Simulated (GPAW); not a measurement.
# Au (Fm-3m) in GPAW: a series of runs, part 3 of 3

GPAW 26.7.0. The steps go on from the part before.

### Step 4. Equation of state, LDA

The input, run.py:

```python
import spglib
from ase import Atoms
from ase.eos import EquationOfState
from ase.io import Trajectory, read
from ase.units import GPa
from gpaw import GPAW, PW, setup_paths

setup_paths.insert(0, '.')

atoms = read('Au.cif')
cell, positions, numbers = spglib.find_primitive(
    (atoms.cell[:], atoms.get_scaled_positions(), atoms.numbers), symprec=1e-4)
atoms = Atoms(numbers, cell=cell, scaled_positions=positions, pbc=True)

traj = Trajectory('eos.traj', 'w')
volumes, energies = [], []
for x in [0.94, 0.96, 0.98, 1.0, 1.02, 1.04, 1.06]:
    a = atoms.copy()
    a.set_cell(atoms.cell * x**(1 / 3), scale_atoms=True)
    calc = GPAW(mode=PW(600),
                xc='LDA',
                kpts={'size': (11, 11, 11), 'gamma': True},
                occupations={'name': 'fermi-dirac', 'width': 0.05},
                setups={'Au': 'jth'},
                nbands=-9,
                convergence={'density': 1e-05, 'energy': 1e-05},
                maxiter=150,
                txt=f'eos-{x:.2f}.txt')
    a.calc = calc
    energies.append(a.get_potential_energy(force_consistent=True))
    volumes.append(a.get_volume())
    p = -a.get_stress()[:3].mean() / GPa
    calc.write(f'eos-{x:.2f}.gpw')
    traj.write(a)
    print(f'{x:.2f} {volumes[-1]:10.4f} A^3 {energies[-1]:14.6f} eV {p:9.3f} GPa', flush=True)

v0, e0, B = EquationOfState(volumes, energies, eos='birchmurnaghan').fit()
print(f'V0 = {v0:.4f} A^3, E0 = {e0:.6f} eV, B0 = {B / GPa:.2f} GPa')
```

The input, Au.cif:

```cif
data_Au
_cell_length_a 4.07000000
_cell_length_b 4.07000000
_cell_length_c 4.07000000
_cell_angle_alpha 90.00000000
_cell_angle_beta 90.00000000
_cell_angle_gamma 90.00000000
_space_group_name_H-M_alt 'Fm-3m'
_space_group_name_Hall '-F 4 2 3'
_space_group_IT_number 225
loop_
_space_group_symop_operation_xyz
'x,y,z'
'-x,-y,-z'
'-y,x,z'
'y,-x,-z'
'-x,-y,z'
'x,y,-z'
'y,-x,z'
'-y,x,-z'
'x,-y,-z'
'-x,y,z'
'-y,-x,-z'
'y,x,z'
'-x,y,-z'
'x,-y,z'
'y,x,-z'
'-y,-x,z'
'z,x,y'
'-z,-x,-y'
'z,-y,x'
'-z,y,-x'
'z,-x,-y'
'-z,x,y'
'z,y,-x'
'-z,-y,x'
'-z,x,-y'
'z,-x,y'
'-z,-y,-x'
'z,y,x'
'-z,-x,y'
'z,x,-y'
'-z,y,x'
'z,-y,-x'
'y,z,x'
'-y,-z,-x'
'x,z,-y'
'-x,-z,y'
'-y,z,-x'
'y,-z,x'
'-x,z,y'
'x,-z,-y'
'-y,-z,x'
'y,z,-x'
'-x,-z,-y'
'x,z,y'
'y,-z,-x'
'-y,z,x'
'x,-z,y'
'-x,z,-y'
'x,y+1/2,z+1/2'
'-x,-y+1/2,-z+1/2'
'-y,x+1/2,z+1/2'
[... 62 lines left out ...]
'-z+1/2,-x,-y+1/2'
'z+1/2,-y,x+1/2'
'-z+1/2,y,-x+1/2'
'z+1/2,-x,-y+1/2'
'-z+1/2,x,y+1/2'
'z+1/2,y,-x+1/2'
'-z+1/2,-y,x+1/2'
'-z+1/2,x,-y+1/2'
'z+1/2,-x,y+1/2'
'-z+1/2,-y,-x+1/2'
'z+1/2,y,x+1/2'
'-z+1/2,-x,y+1/2'
'z+1/2,x,-y+1/2'
'-z+1/2,y,x+1/2'
'z+1/2,-y,-x+1/2'
'y+1/2,z,x+1/2'
'-y+1/2,-z,-x+1/2'
'x+1/2,z,-y+1/2'
'-x+1/2,-z,y+1/2'
'-y+1/2,z,-x+1/2'
'y+1/2,-z,x+1/2'
'-x+1/2,z,y+1/2'
'x+1/2,-z,-y+1/2'
'-y+1/2,-z,x+1/2'
'y+1/2,z,-x+1/2'
'-x+1/2,-z,-y+1/2'
'x+1/2,z,y+1/2'
'y+1/2,-z,-x+1/2'
'-y+1/2,z,x+1/2'
'x+1/2,-z,y+1/2'
'-x+1/2,z,-y+1/2'
'x+1/2,y+1/2,z'
'-x+1/2,-y+1/2,-z'
'-y+1/2,x+1/2,z'
'y+1/2,-x+1/2,-z'
'-x+1/2,-y+1/2,z'
'x+1/2,y+1/2,-z'
'y+1/2,-x+1/2,z'
'-y+1/2,x+1/2,-z'
'x+1/2,-y+1/2,-z'
'-x+1/2,y+1/2,z'
'-y+1/2,-x+1/2,-z'
'y+1/2,x+1/2,z'
'-x+1/2,y+1/2,-z'
'x+1/2,-y+1/2,z'
'y+1/2,x+1/2,-z'
'-y+1/2,-x+1/2,z'
'z+1/2,x+1/2,y'
'-z+1/2,-x+1/2,-y'
'z+1/2,-y+1/2,x'
'-z+1/2,y+1/2,-x'
'z+1/2,-x+1/2,-y'
'-z+1/2,x+1/2,y'
'z+1/2,y+1/2,-x'
'-z+1/2,-y+1/2,x'
'-z+1/2,x+1/2,-y'
'z+1/2,-x+1/2,y'
'-z+1/2,-y+1/2,-x'
'z+1/2,y+1/2,x'
'-z+1/2,-x+1/2,y'
'z+1/2,x+1/2,-y'
'-z+1/2,y+1/2,x'
'z+1/2,-y+1/2,-x'
'y+1/2,z+1/2,x'
'-y+1/2,-z+1/2,-x'
'x+1/2,z+1/2,-y'
'-x+1/2,-z+1/2,y'
'-y+1/2,z+1/2,-x'
'y+1/2,-z+1/2,x'
'-x+1/2,z+1/2,y'
'x+1/2,-z+1/2,-y'
'-y+1/2,-z+1/2,x'
'y+1/2,z+1/2,-x'
'-x+1/2,-z+1/2,-y'
'x+1/2,z+1/2,y'
'y+1/2,-z+1/2,-x'
'-y+1/2,z+1/2,x'
'x+1/2,-z+1/2,y'
'-x+1/2,z+1/2,-y'
loop_
_atom_site_label
_atom_site_type_symbol
_atom_site_symmetry_multiplicity
_atom_site_Wyckoff_symbol
_atom_site_fract_x
_atom_site_fract_y
_atom_site_fract_z
_atom_site_occupancy
Au1 Au 4 a 0.0000000000 0.0000000000 0.0000000000 1
```

Potentials or basis: JTH PAW 2.0, LDA, pw.

Started as:

```console
> OMP_NUM_THREADS=1 python run.py
```

It took 71 s on 1 thread of AMD EPYC 7B13 (Zen 3), shared host; peak memory 0.2 GiB.

Results (log left out):

| Quantity | Value |
| --- | --- |
| Equilibrium volume | 16.56 Å³/atom |
| Bulk modulus | 197 GPa |
| Pressure derivative of the bulk modulus | 5.7 |

Energy against volume, from the lowest point:
```csv
volume (Å³/atom),energy (meV/atom)
15.843,20.79
16.181,5.48
16.518,0.00
16.855,3.10
17.192,13.70
17.529,30.82
17.866,53.60
```

Caveat: the program truncates these outside data sets. LDA usually gives volumes a few per cent too small.

### Step 5. Band structure, rSCAN, spin-orbit coupling, no magnetisation

The input, run.py:

```python
import numpy as np
from ase.dft.bandgap import bandgap
from ase.io import read, write
from ase.units import GPa
from gpaw import GPAW, PW
from gpaw.spinorbit import soc_eigenstates

atoms = read('POSCAR')

calc = GPAW(mode=PW(600),
            xc='MGGA_X_RSCAN+MGGA_C_RSCAN',
            kpts={'size': (11, 11, 11), 'gamma': True},
            occupations={'name': 'fermi-dirac', 'width': 0.05},
            nbands=14,
            convergence={'density': 1e-05, 'energy': 1e-05},
            maxiter=150,
            txt='gpaw.txt')
atoms.calc = calc
energy = atoms.get_potential_energy()
forces = atoms.get_forces()
stress = atoms.get_stress()
calc.write('gs.gpw')
write('result.traj', atoms)
print(f'Energy: {energy:.6f} eV')
print('Forces (eV/A):')
print(forces.round(4))
print('Stress (GPa):', (stress / GPa).round(3))
print('Fermi level:', round(calc.get_fermi_level(), 4), 'eV')
print(f'Gap: {bandgap(calc)[0]:.4f} eV, direct: {bandgap(calc, direct=True)[0]:.4f} eV')

path = atoms.cell.bandpath('GXWKGLUWLK,UX', npoints=80, eps=1e-4)
bs_calc = calc.fixed_density(kpts=path, symmetry='off', nbands=21,
                             convergence={'bands': 'CBM+6.0', 'eigenstates': 1e-6}, txt='bands.txt')
bs = bs_calc.band_structure()
bs.write('bs.json')
print(f'Gap on the path: {bandgap(bs_calc)[0]:.4f} eV')

soc = soc_eigenstates(bs_calc, theta=90, phi=0, ignore_xc_potential=True)
np.savetxt('soc_bands.dat', soc.eigenvalues(), fmt='%.4f')
mesh = soc_eigenstates('gs.gpw', theta=90, phi=0, ignore_xc_potential=True)
np.savetxt('soc_mesh.dat', mesh.eigenvalues(), fmt='%.4f')
print('Fermi level with spin-orbit coupling:', round(mesh.fermi_level, 4), 'eV')
```

The input, POSCAR:

```
Au
1.0
    0.0000000000      2.0350000000      2.0350000000
    2.0350000000      0.0000000000      2.0350000000
    2.0350000000      2.0350000000      0.0000000000
Au
1
Direct
    0.0000000000      0.0000000000      0.0000000000
```

Potentials or basis: GPAW PAW data sets (gpaw-data 1.2.1), pw.

Started as:

```console
> OMP_NUM_THREADS=1 python run.py
```

Run time: 64 s. Hardware: 1 thread of AMD EPYC 7B13 (Zen 3), shared host; peak memory 0.33 GiB.

The run converged. Its results:

```yaml
Free_energy: -61.0602 eV
Pressure: 9.6 GPa
Band_gap_along_the_path: none (metal or under the smearing width)
```

Levels at the corners of the path, in eV from the Fermi level:
| point | band 6 | band 7 | band 8 | band 9 | band 10 | band 11 | band 12 | band 13 | band 14 |
| --- | --- | --- | --- | --- | --- | --- | --- | --- | --- |
| Γ | -5.77 | -4.51 | -4.51 | -3.28 | -3.28 | -3.28 | -3.28 | 16.39 | 16.39 |
| X | -2.57 | -2.33 | -2.33 | -1.26 | -1.26 | 0.79 | 0.79 | 6.15 | 6.15 |
| W | -5.45 | -3.49 | -3.49 | -1.86 | -1.86 | 5.12 | 5.12 | 5.60 | 5.60 |
| K | -4.31 | -3.27 | -3.27 | -2.17 | -2.17 | 3.99 | 3.99 | 4.86 | 4.86 |
| Γ | -5.77 | -4.51 | -4.51 | -3.28 | -3.28 | -3.28 | -3.28 | 16.39 | 16.39 |
| L | -4.66 | -2.61 | -2.61 | -1.86 | -1.86 | -1.15 | -1.15 | 3.29 | 3.29 |
| U | -4.31 | -3.27 | -3.27 | -2.17 | -2.17 | 3.99 | 3.99 | 4.86 | 4.86 |
| W | -5.45 | -3.49 | -3.49 | -1.86 | -1.86 | 5.12 | 5.12 | 5.60 | 5.60 |
| L | -4.66 | -2.61 | -2.61 | -1.86 | -1.86 | -1.15 | -1.15 | 3.29 | 3.29 |
| K | -4.31 | -3.27 | -3.27 | -2.17 | -2.17 | 3.99 | 3.99 | 4.86 | 4.86 |
| U | -4.31 | -3.27 | -3.27 | -2.17 | -2.17 | 3.99 | 3.99 | 4.86 | 4.86 |
| X | -2.57 | -2.33 | -2.33 | -1.26 | -1.26 | 0.79 | 0.79 | 6.15 | 6.15 |

Caveat: with this Au data set, volumes or pressures lay over 1.5 % or 2 GPa off other programs in two to four cells of ten; spin-orbit coupling was added after a scalar SCF, so levels and gaps hold it while energy, forces, pressure and moments don't; this program's spin-orbit splittings come out too wide for heavy elements; the PAW data sets were made with another functional, which shifts forces and pressure a little.

### Step 6. Equation of state, RPBE+D3

The input, run.py:

```python
from ase import Atoms
from ase.calculators.mixing import SumCalculator
from ase.eos import EquationOfState
from ase.io import Trajectory
from ase.units import GPa
from dftd3.ase import DFTD3
from gpaw import GPAW, PW

atoms = Atoms(['Au'],
              cell=[[0.0, 2.035, 2.035],
                    [2.035, 0.0, 2.035],
                    [2.035, 2.035, 0.0]],
              scaled_positions=[[0.0, 0.0, 0.0]],
              pbc=True)

traj = Trajectory('eos.traj', 'w')
volumes, energies = [], []
for x in [0.94, 0.96, 0.98, 1.0, 1.02, 1.04, 1.06]:
    a = atoms.copy()
    a.set_cell(atoms.cell * x**(1 / 3), scale_atoms=True)
    calc = GPAW(mode=PW(600),
                xc='RPBE',
                kpts={'size': (11, 11, 11), 'gamma': True},
                occupations={'name': 'fermi-dirac', 'width': 0.05},
                nbands=14,
                convergence={'density': 1e-05, 'energy': 1e-05},
                maxiter=150,
                txt=f'eos-{x:.2f}.txt')
    a.calc = SumCalculator([calc, DFTD3(method='rpbe', damping='d3zero')])
    energies.append(a.get_potential_energy())
    volumes.append(a.get_volume())
    p = -a.get_stress()[:3].mean() / GPa
    calc.write(f'eos-{x:.2f}.gpw')
    traj.write(a)
    print(f'{x:.2f} {volumes[-1]:10.4f} A^3 {energies[-1]:14.6f} eV {p:9.3f} GPa', flush=True)

v0, e0, B = EquationOfState(volumes, energies, eos='birchmurnaghan').fit()
print(f'V0 = {v0:.4f} A^3, E0 = {e0:.6f} eV, B0 = {B / GPa:.2f} GPa')
```

Potentials or basis: the program's PAW data sets (release 1.2.1) made for this functional, pw.

Started as:

```console
> OMP_NUM_THREADS=1 python run.py
```

It took 55 s on 1 thread of AMD EPYC 7B13 (Zen 3), shared host; peak memory 0.2 GiB.

It converged, with:

```
Equilibrium volume : 18.42 Å³/atom (rough: see the caveat)
Bulk modulus       : 110 GPa (rough)
```

Energy against volume, from the lowest point:
| volume (Å³/atom) | energy (meV/atom) |
| --- | --- |
| 15.843 | 172.73 |
| 16.181 | 122.25 |
| 16.518 | 82.02 |
| 16.855 | 50.69 |
| 17.192 | 27.19 |
| 17.529 | 10.57 |
| 17.866 | 0.00 |

Caveat: with this Au data set, volumes or pressures lay over 1.5 % or 2 GPa off other programs in two to four cells of ten; the minimum lies outside the volumes run.

### Step 7. How close it comes

Step 4. Measured bulk modulus of Au: 167 GPa (quoted in “Exploring toroidal anvil profiles for larger sample volumes above 4 Mbar”, 2024, pmc:11102561). This calculation gives 197 GPa (+17.9 %). The fit is for a static lattice scaled at fixed shape and fixed fractional positions.
